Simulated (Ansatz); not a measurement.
# Y: a listed cell, distorted in several ways

Aim: see how energy, forces, stress and gap of Y answer to swapped elements, distortions that keep the symmetry. Nothing is relaxed unless a step says so.

Computed with Ansatz 0.2.0 (DFT PBEsol, scalar-relativistic, plane waves, PAW, unless a step's input says otherwise).

2 further runs of the same task are left out: 1 that didn't finish, 1 set aside as unsound or not needed.

### Step 1. The starting structure

The structure is cubic, space group Fm-3m (No. 225). The conventional cell has a = 4.970 Å, b = 4.970 Å, c = 4.970 Å, α = 90.00°, β = 90.00°, γ = 90.00°. Y (site symmetry m-3m) has 12 Y at 3.51 Å as nearest neighbours.

Structure file:

```cif
data_structure
_symmetry_space_group_name_H-M 'P 1'
_symmetry_Int_Tables_number 1
_cell_length_a 3.5143
_cell_length_b 3.5143
_cell_length_c 3.5143
_cell_angle_alpha 60.000
_cell_angle_beta 60.000
_cell_angle_gamma 60.000
_cell_volume 30.69
loop_
_atom_site_label
_atom_site_type_symbol
_atom_site_fract_x
_atom_site_fract_y
_atom_site_fract_z
_atom_site_occupancy
Y1 Y 0.00000 0.00000 0.00000 1
```

The structure comes from the Crystallography Open Database.

### Step 2. Substitution of an element, cell strained: Y → Sc, first probe

The change: Sc takes all sites of Y, and lengths are scaled by 0.937 as a first guess of the size; strain xx, yy, zz, yz, xz, xy = +3.6, +3.6, +3.6, +0.0, +0.0, +0.0 %.

File input.yaml:

```yaml
crystal:
  lattice:
    - [0.0, 2.4121186121, 2.4121186121]
    - [2.4121186121, 0.0, 2.4121186121]
    - [2.4121186121, 2.4121186121, 0.0]
  atoms:
    - { symbol: Sc, position: [0.0, 0.0, 0.0] }
basis:
  ecutwfc: 420
kpoints:
  mp_grid: { grid: [6, 6, 6] }
hamiltonian:
  xc: pbesol
scf:
  occupations: { method: gaussian, width: 0.1 }
output:
  forces: true
  stress: true
  eigenvalues: true
```

Started as:

```console
> ansatz run input.yaml --threads 1 --pin off --max-ram 1331MiB --backend cpu --events-out ev --progress --plain --runs-dir out
```

### Step 3. One element swapped, cell strained: Y → Sc

input.yaml, as its differences from that of step 2:

```diff
@@ -10,3 +10,3 @@
 kpoints:
-  mp_grid: { grid: [6, 6, 6] }
+  mp_grid: { grid: [16, 16, 16] }
 hamiltonian:
@@ -19 +19,2 @@
   eigenvalues: true
+  populations: true
```

### Step 4. A distortion that keeps the symmetry

File input.yaml:

```yaml
crystal:
  lattice:
    - [0.0, 2.51698195, 2.51698195]
    - [2.51698195, 0.0, 2.51698195]
    - [2.51698195, 2.51698195, 0.0]
  atoms:
    - { symbol: "Y", position: [0.0, 0.0, 0.0] }
basis:
  ecutwfc: 420
kpoints:
  mp_grid: { grid: [14, 14, 14] }
hamiltonian:
  xc: pbesol
scf:
  occupations: { method: gaussian, width: 0.1 }
output:
  forces: true
  stress: true
  eigenvalues: true
  write_density: true
  write_potential: true
  elf: true
  volumetric_format: npy
```

Before running it: what results should come out? Wanted: for each run, case; energy; pressure; largest force.

**Answer**, as computed:

| step | case | energy (meV/atom) | pressure (GPa) | largest force (eV/Å) | gap on the mesh (eV) |
| --- | --- | --- | --- | --- | --- |
| 3 | one element swapped, cell strained: Y → Sc | n/a | -7.1 | 0.00 | 0.00 |
| 4 | a distortion that keeps the symmetry | +0.0 | -1.3 | 0.00 | 0.00 |

Energies are counted from step 4, with the smearing taken to zero. Other atoms or functionals have another zero of energy (n/a). A gap of 0.00 means none on the mesh at this level.

In words: 
